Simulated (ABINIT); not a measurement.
# WC (F-43m) in ABINIT: reference runs

Aim: a first look at WC with PBE, on the cell as given and on a disturbed one.

All numbers are computed with ABINIT 10.8.3 (patched build); they aren't measurements. Logs are shortened: lines on timing, memory, paths and dates and some standing lists are left out, and cuts for length are marked. The log counts tension as positive stress, the text compression.

### Step 1. The structure

Symmetry: F-43m, No. 216, cubic system. Conventional cell: a = 4.604 Å, b = 4.604 Å, c = 4.604 Å, α = 90.00°, β = 90.00°, γ = 90.00°. Around W (site symmetry -43m) lie 4 C at 1.99 Å. C (site symmetry -43m) has 4 W at 1.99 Å as nearest neighbours.

The cell was built by a generator and needn't be a form met in nature.

### Step 2. Single point, PBE

run.abi reads:

```
# Pseudopotentials
pp_dirpath "./"
pseudos "W.GGA_PBE-JTH.xml, C.GGA_PBE-JTH.xml"

# Structure
structure "poscar:POSCAR"
natom 2

# Plane-wave basis
ecut 517.016339 eV
pawecutdg 38.0
pawxcdev 0

# k points
kptopt 1
ngkpt 10 10 10
nshiftk 1
shiftk 0.0 0.0 0.0

# Exchange and correlation
ixc 11

# Bands and occupations
nband 13
occopt 3
tsmear 0.05 eV

# SCF cycle
nstep 100
tolvrs 1.0e-9

# Output
iomode 3
prtwf 0
prtden 0
prteig 0
prtebands 0
enunit 2
```

POSCAR reads:

```
WC
1.0
    0.0000000000      2.3021091000      2.3021091000
    2.3021091000      0.0000000000      2.3021091000
    2.3021091000      2.3021091000      0.0000000000
W C
1 1
Direct
    0.0000000000      0.0000000000      0.0000000000  W
    0.7500000000      0.7500000000      0.7500000000  C
```

Potentials or basis: JTH PAW PBE v2.0.

Started as:

```bash
> abinit run.abi > log 2>&1
```

run.abo:

```text
.Version 10.8.3 of ABINIT
 Symmetries : space group F-4 3 m (#216); Bravais cF (face-center cubic)
================================================================================
 Values of the parameters that define the memory need of the present run
     intxc =       0    ionmov =       0      iscf =      17    lmnmax =      18
     lnmax =       6     mgfft =      27  mpssoang =       3    mqgrid =    3001
     natom =       2  nloc_mem =       2    nspden =       1   nspinor =       1
    nsppol =       1      nsym =      24    n1xccc =       1    ntypat =       2
    occopt =       3   xclevel =       2
       mpw =         666          nfft =       19683          nkpt =          47
 PAW method is used; the additional fine FFT grid is defined by:
   mgfftf=        36    nfftf =     46656
================================================================================
================================================================================

--------------------------------------------------------------------------------
------------- Echo of variables that govern the present computation ------------
--------------------------------------------------------------------------------
 -outvars: echo values of preprocessed input variables --------
            acell      1.0000000000E+00  1.0000000000E+00  1.0000000000E+00 Bohr
              amu      1.83850000E+02  1.20110000E+01
             ecut      1.90000000E+01 Hartree
           enunit           2
              ixc          11
         kptrlatt       10    0    0      0   10    0      0    0   10
          kptrlen      6.15233205E+01
            natom           2
            nband          13
            ngfft          27      27      27
          ngfftdg          36      36      36
             nkpt          47
            nstep         100
             nsym          24
           ntypat           2
           occopt           3
        pawecutdg      3.80000000E+01 Hartree
         pawxcdev           0
           prtden           0
        prtebands           0
           prteig           0
            prtwf           0
            rprim      0.0000000000E+00  4.3503557110E+00  4.3503557110E+00
                       4.3503557110E+00  0.0000000000E+00  4.3503557110E+00
                       4.3503557110E+00  4.3503557110E+00  0.0000000000E+00
          spgroup         216
           tolvrs      1.00000000E-09
           tsmear      1.83746611E-03 Hartree
            typat      1  2
           useylm           1
           xangst      0.0000000000E+00  0.0000000000E+00  0.0000000000E+00
                       3.4531636500E+00  3.4531636500E+00  3.4531636500E+00
            xcart      0.0000000000E+00  0.0000000000E+00  0.0000000000E+00
                       6.5255335664E+00  6.5255335664E+00  6.5255335664E+00
             xred      0.0000000000E+00  0.0000000000E+00  0.0000000000E+00
                       7.5000000000E-01  7.5000000000E-01  7.5000000000E-01
            znucl       74.00000    6.00000

[... 140 lines left out ...]

 cartesian forces (eV/Angstrom) at end:
    1      0.00000000000000     0.00000000000000     0.00000000000000
    2      0.00000000000000     0.00000000000000     0.00000000000000
 frms,max,avg= 0.0000000E+00 0.0000000E+00   0.000E+00  0.000E+00  0.000E+00 e/A
 length scales=  1.000000000000  1.000000000000  1.000000000000 bohr
              =  0.529177210544  0.529177210544  0.529177210544 angstroms
 Fermi (or HOMO) energy (hartree) =   0.32101   Average Vxc (hartree)=  -0.45693
 Eigenvalues (hartree) for nkpt=  47  k points:
 kpt#   1, nband= 13, wtk=  0.00100, kpt=  0.0000  0.0000  0.0000 (reduced coord)
  -2.42554   -1.10768   -1.10768   -1.10768   -0.20017    0.09968    0.09968    0.09968
   0.31844    0.31844    0.42519    0.61180    0.61180
      occupation numbers for kpt#   1
   2.00000    2.00000    2.00000    2.00000    2.00000    2.00000    2.00000    2.00000
   1.60419    1.60419    0.00000    0.00000    0.00000
 prteigrs : prtvol=0 or 1, do not print more k-points.

 Fermi (or HOMO) energy (eV) =   8.73521   Average Vxc (eV)= -12.43377
 Eigenvalues (   eV  ) for nkpt=  47  k points:
 kpt#   1, nband= 13, wtk=  0.00100, kpt=  0.0000  0.0000  0.0000 (reduced coord)
 -66.00232  -30.14139  -30.14139  -30.14139   -5.44696    2.71250    2.71250    2.71250
   8.66524    8.66524   11.56990   16.64792   16.64792
 prteigrs : prtvol=0 or 1, do not print more k-points.

--- !EnergyTerms
iteration_state     : {dtset: 1, }
comment             : Components of total free energy in Hartree
kinetic             :  1.02221445685709E+01
hartree             :  1.33963819569258E+01
xc                  : -9.82005518325435E+00
Ewald energy        : -6.10184349799376E+01
psp_core            :  5.62375814325636E+00
local_psp           : -3.74110390634649E+01
PAW spherical_terms :  4.27053755280792E+00
internal            : -7.47367070050960E+01
'-kT*entropy'       : -2.30281602302046E-04
total_energy        : -7.47369372866983E+01
total_energy_eV     : -2.03369566735001E+03
...

--- !EnergyTermsDC
iteration_state     : {dtset: 1, }
comment             : '"Double-counting" decomposition of free energy'
band_energy         : -1.04778304115976E+01
Ewald energy        : -6.10184349799376E+01
psp_core            :  5.62375814325636E+00
xc_dc               : -1.67390295980680E+01
PAW spherical_terms :  7.87484174741652E+00
internal            : -7.47366950989304E+01
'-kT*entropy'       : -2.30281602302046E-04
total_energy_dc     : -7.47369253805327E+01
total_energy_dc_eV  : -2.03369534336674E+03
...

--- !EnergyTermsWithPAWCore
iteration_state     : {dtset: 1, }
comment             : 'Components of total free energy, including PAW core contributions'
Total energy        : -1.61809931758521E+04
Total energy DC     : -1.61809931639459E+04
Total energy (eV)   : -4.40307255151694E+05
Total energy DC (eV): -4.40307254827711E+05
...

 Cartesian components of stress tensor (hartree/bohr^3)
  sigma(1 1)= -6.40819977E-04  sigma(3 2)=  0.00000000E+00
  sigma(2 2)= -6.40819977E-04  sigma(3 1)=  0.00000000E+00
  sigma(3 3)= -6.40819977E-04  sigma(2 1)=  0.00000000E+00

-Cartesian components of stress tensor (GPa)         [Pressure=  1.8854E+01 GPa]
- sigma(1 1)= -1.88535746E+01  sigma(3 2)=  0.00000000E+00
- sigma(2 2)= -1.88535746E+01  sigma(3 1)=  0.00000000E+00
- sigma(3 3)= -1.88535746E+01  sigma(2 1)=  0.00000000E+00

== END DATASET(S) ==============================================================
================================================================================

 -outvars: echo values of variables after computation  --------
            acell      1.0000000000E+00  1.0000000000E+00  1.0000000000E+00 Bohr
           etotal     -7.4736925381E+01
            fcart      0.0000000000E+00  0.0000000000E+00  0.0000000000E+00
                       0.0000000000E+00  0.0000000000E+00  0.0000000000E+00
            rprim      0.0000000000E+00  4.3503557110E+00  4.3503557110E+00
                       4.3503557110E+00  0.0000000000E+00  4.3503557110E+00
                       4.3503557110E+00  4.3503557110E+00  0.0000000000E+00
           strten     -6.4081997691E-04 -6.4081997691E-04 -6.4081997691E-04
                       0.0000000000E+00  0.0000000000E+00  0.0000000000E+00
           xangst      0.0000000000E+00  0.0000000000E+00  0.0000000000E+00
                       3.4531636500E+00  3.4531636500E+00  3.4531636500E+00
             xred      0.0000000000E+00  0.0000000000E+00  0.0000000000E+00
                       7.5000000000E-01  7.5000000000E-01  7.5000000000E-01
 Calculation completed.
```

It took 20 s on 1 thread of Arm Neoverse V1, shared host; peak memory 0.11 GiB.

Results:

```
Free energy            : -2033.6953 eV
Pressure               : 18.9 GPa
Band gap on the k mesh : none (metal or under the smearing width)
```

Caveat: so large a pressure means that the cell lies far from this level's equilibrium, or that cutoff or potentials fall short; the atomic spheres overlap. The run has no spin-orbit coupling, so splittings on W are missing.

### Step 3. Single point, PBE (atoms moved at random, drawn with an rms of 0.05 Å)

run.abi reads:

```
pp_dirpath "./"
pseudos "W.GGA_PBE-JTH.xml, C.GGA_PBE-JTH.xml"

acell 6.1523320434 6.1523320434 6.1523320434
rprim
     0.0000000000     0.7071067812     0.7071067812
     0.7071067812     0.0000000000     0.7071067812
     0.7071067812     0.7071067812     0.0000000000
ntypat 2
znucl 74 6
natom 2
typat 1 2
xred
    -0.0200050000    -0.0053940000     0.0089470000
     0.7474570000     0.7627780000     0.7477320000
chkprim 0
chksymtnons 0
tolsym 1.0e-6

ecut 19.0
pawecutdg 38.0
pawxcdev 0
pawovlp 30

kptopt 1
ngkpt 10 10 10
nshiftk 1
shiftk 0.0 0.0 0.0

ixc 11

nband 13
occopt 3
tsmear 0.05 eV

nstep 100
tolvrs 1.0e-9

iomode 3
prtwf 0
prteig 0
prtebands 0
enunit 2
prtden 1
prtvha 1
prtvclmb 1
prtpot 1
```

Potentials or basis: JTH PAW PBE v2.0.

Started as:

```bash
> abinit run.abi > log 2>&1
```

run.abo:

```text
.Version 10.8.3 of ABINIT
 Symmetries : space group P1 (#  1); Bravais aP (primitive triclinic)
================================================================================
 Values of the parameters that define the memory need of the present run
     intxc =       0    ionmov =       0      iscf =      17    lmnmax =      18
     lnmax =       6     mgfft =      27  mpssoang =       3    mqgrid =    3001
     natom =       2  nloc_mem =       2    nspden =       1   nspinor =       1
    nsppol =       1      nsym =       1    n1xccc =       1    ntypat =       2
    occopt =       3   xclevel =       2
       mpw =         666          nfft =       19683          nkpt =         504
 PAW method is used; the additional fine FFT grid is defined by:
   mgfftf=        36    nfftf =     46656
================================================================================
================================================================================

--------------------------------------------------------------------------------
------------- Echo of variables that govern the present computation ------------
--------------------------------------------------------------------------------
 -outvars: echo values of preprocessed input variables --------
            acell      6.1523320434E+00  6.1523320434E+00  6.1523320434E+00 Bohr
              amu      1.83850000E+02  1.20110000E+01
          chkprim           0
      chksymtnons           0
             ecut      1.90000000E+01 Hartree
           enunit           2
                       outvar_i_n : Printing only first  50 k-points.
              ixc          11
                       outvar_i_n : Printing only first  50 k-points.
         kptrlatt       10    0    0      0   10    0      0    0   10
          kptrlen      6.15233204E+01
            natom           2
            nband          13
            ngfft          27      27      27
          ngfftdg          36      36      36
             nkpt         504
            nstep         100
             nsym           1
           ntypat           2
                       prtocc : prtvol=0, do not print more k-points.
           occopt           3
        pawecutdg      3.80000000E+01 Hartree
          pawovlp      3.0000000000E+01
         pawxcdev           0
        prtebands           0
           prteig           0
           prtpot           1
         prtvclmb           1
           prtvha           1
            prtwf           0
            rprim      0.0000000000E+00  7.0710678120E-01  7.0710678120E-01
                       7.0710678120E-01  0.0000000000E+00  7.0710678120E-01
                       7.0710678120E-01  7.0710678120E-01  0.0000000000E+00
          spgroup           1
           tolsym      1.00000000E-06
           tolvrs      1.00000000E-09
           tsmear      1.83746611E-03 Hartree
            typat      1  2
           useylm           1
                       outvars : Printing only first  50 k-points.
           xangst      8.1793936269E-03 -2.5456722411E-02 -5.8471268992E-02
                       3.4773588143E+00  3.4420882008E+00  3.4767257343E+00
            xcart      1.5456813831E-02 -4.8106233420E-02 -1.1049468463E-01
                       6.5712558006E+00  6.5046040008E+00  6.5700594528E+00
             xred     -2.0005000000E-02 -5.3940000000E-03  8.9470000000E-03
                       7.4745700000E-01  7.6277800000E-01  7.4773200000E-01
            znucl       74.00000    6.00000

================================================================================

 chkinp: Checking input parameters for consistency.

================================================================================
== DATASET  1 ==================================================================

--- !DatasetInfo
iteration_state: {dtset: 1, }
[... 106 lines left out ...]
 Integrated electronic density in atomic spheres:
 ------------------------------------------------
 Atom  Sphere_radius  Integrated_density
    1        2.41189         11.96454369
    2        1.50737          2.61265090

================================================================================

 ----iterations are completed or convergence reached----

 Mean square residual over all n,k,spin=   31.518E-08; max=  37.615E-05
 reduced coordinates (array xred) for    2 atoms
      -0.020005000000     -0.005394000000      0.008947000000
       0.747457000000      0.762778000000      0.747732000000
 rms dE/dt=  1.4561E-01; max dE/dt=  1.7407E-01; dE/dt below (all hartree)
    1      -0.170936447059     -0.172958047669     -0.064891686988
    2       0.171212218053      0.174066560923      0.065193393169

 cartesian coordinates (angstrom) at end:
    1      0.00817939362689    -0.02545672241096    -0.05847126899222
    2      3.47735881434065     3.44208820084288     3.47672573433857

 cartesian forces (hartree/bohr) at end:
    1      0.00775574646613     0.00719533901822     0.03212887813444
    2     -0.00775574646613    -0.00719533901822    -0.03212887813444
 frms,max,avg= 1.9529374E-02 3.2128878E-02  -6.519E-05  3.052E-05 -6.221E-05 h/b

 cartesian forces (eV/Angstrom) at end:
    1      0.39881651838094     0.36999920876079     1.65213334048845
    2     -0.39881651838094    -0.36999920876079    -1.65213334048845
 frms,max,avg= 1.0042408E+00 1.6521333E+00  -3.352E-03  1.569E-03 -3.199E-03 e/A
 length scales=  6.152332043400  6.152332043400  6.152332043400 bohr
              =  3.255673909067  3.255673909067  3.255673909067 angstroms
 Fermi (or HOMO) energy (hartree) =   0.31978   Average Vxc (hartree)=  -0.45688
 Eigenvalues (hartree) for nkpt= 504  k points:
 kpt#   1, nband= 13, wtk=  0.00100, kpt=  0.0000  0.0000  0.0000 (reduced coord)
  -2.42542   -1.10946   -1.10767   -1.10602   -0.20033    0.09353    0.09919    0.10656
   0.31829    0.31829    0.42337    0.58598    0.61537
      occupation numbers for kpt#   1
   2.00000    2.00000    2.00000    2.00000    2.00000    2.00000    2.00000    2.00000
   1.38473    1.38428    0.00000    0.00000    0.00000
 prteigrs : prtvol=0 or 1, do not print more k-points.

 Fermi (or HOMO) energy (eV) =   8.70174   Average Vxc (eV)= -12.43240
 Eigenvalues (   eV  ) for nkpt= 504  k points:
 kpt#   1, nband= 13, wtk=  0.00100, kpt=  0.0000  0.0000  0.0000 (reduced coord)
 -65.99912  -30.18983  -30.14136  -30.09626   -5.45112    2.54518    2.69918    2.89954
   8.66118    8.66123   11.52059   15.94545   16.74516
 prteigrs : prtvol=0 or 1, do not print more k-points.

--- !EnergyTerms
iteration_state     : {dtset: 1, }
comment             : Components of total free energy in Hartree
kinetic             :  1.02295144581176E+01
hartree             :  1.34121924785389E+01
xc                  : -9.82132228846108E+00
Ewald energy        : -6.09998080411751E+01
psp_core            :  5.62375815441709E+00
local_psp           : -3.74496272414563E+01
PAW spherical_terms :  4.27133563666736E+00
internal            : -7.47339568433514E+01
'-kT*entropy'       : -2.52095515578858E-04
total_energy        : -7.47342089388670E+01
total_energy_eV     : -2.03362142522336E+03
...

--- !EnergyTermsDC
iteration_state     : {dtset: 1, }
comment             : '"Double-counting" decomposition of free energy'
band_energy         : -1.04789512757254E+01
Ewald energy        : -6.09998080411751E+01
psp_core            :  5.62375815441709E+00
xc_dc               : -1.67546097473908E+01
PAW spherical_terms :  7.87565435858501E+00
internal            : -7.47339565512892E+01
'-kT*entropy'       : -2.52095515578858E-04
total_energy_dc     : -7.47342086468048E+01
total_energy_dc_eV  : -2.03362141727594E+03
...

--- !EnergyTermsWithPAWCore
iteration_state     : {dtset: 1, }
comment             : 'Components of total free energy, including PAW core contributions'
Total energy        : -1.61809904475043E+04
Total energy DC     : -1.61809904472122E+04
Total energy (eV)   : -4.40307180909567E+05
Total energy DC (eV): -4.40307180901620E+05
...

 Cartesian components of stress tensor (hartree/bohr^3)
  sigma(1 1)= -6.99756092E-04  sigma(3 2)= -9.14769852E-05
  sigma(2 2)= -6.99945273E-04  sigma(3 1)= -8.34668609E-05
  sigma(3 3)= -6.47804405E-04  sigma(2 1)= -4.30017678E-04

-Cartesian components of stress tensor (GPa)         [Pressure=  2.0080E+01 GPa]
- sigma(1 1)= -2.05875350E+01  sigma(3 2)= -2.69134582E+00
- sigma(2 2)= -2.05931009E+01  sigma(3 1)= -2.45567983E+00
- sigma(3 3)= -1.90590636E+01  sigma(2 1)= -1.26515569E+01

== END DATASET(S) ==============================================================
================================================================================

 -outvars: echo values of variables after computation  --------
            acell      6.1523320434E+00  6.1523320434E+00  6.1523320434E+00 Bohr
           etotal     -7.4734208647E+01
            fcart      7.7557464661E-03  7.1953390182E-03  3.2128878134E-02
                      -7.7557464661E-03 -7.1953390182E-03 -3.2128878134E-02
            rprim      0.0000000000E+00  7.0710678120E-01  7.0710678120E-01
                       7.0710678120E-01  0.0000000000E+00  7.0710678120E-01
                       7.0710678120E-01  7.0710678120E-01  0.0000000000E+00
           strten     -6.9975609247E-04 -6.9994527289E-04 -6.4780440527E-04
                      -9.1476985206E-05 -8.3466860903E-05 -4.3001767781E-04
           xangst      8.1793936269E-03 -2.5456722411E-02 -5.8471268992E-02
                       3.4773588143E+00  3.4420882008E+00  3.4767257343E+00
             xred     -2.0005000000E-02 -5.3940000000E-03  8.9470000000E-03
                       7.4745700000E-01  7.6277800000E-01  7.4773200000E-01
 Calculation completed.
```

Run time: 3.1 min. Hardware: 1 thread of Arm Neoverse V1, shared host; peak memory 0.25 GiB.

Results:

```
Free energy            : -2033.6214 eV
Pressure               : 20.1 GPa
Largest force          : 1.739 eV/Å
Band gap on the k mesh : none (metal or under the smearing width)
```

Forces on the atoms (eV/Å):
```
W    0.399  0.370  1.652
C   -0.399 -0.370 -1.652
```

Caveat: the atomic spheres overlap. Spin-orbit coupling is left out, which matters for the levels of W.
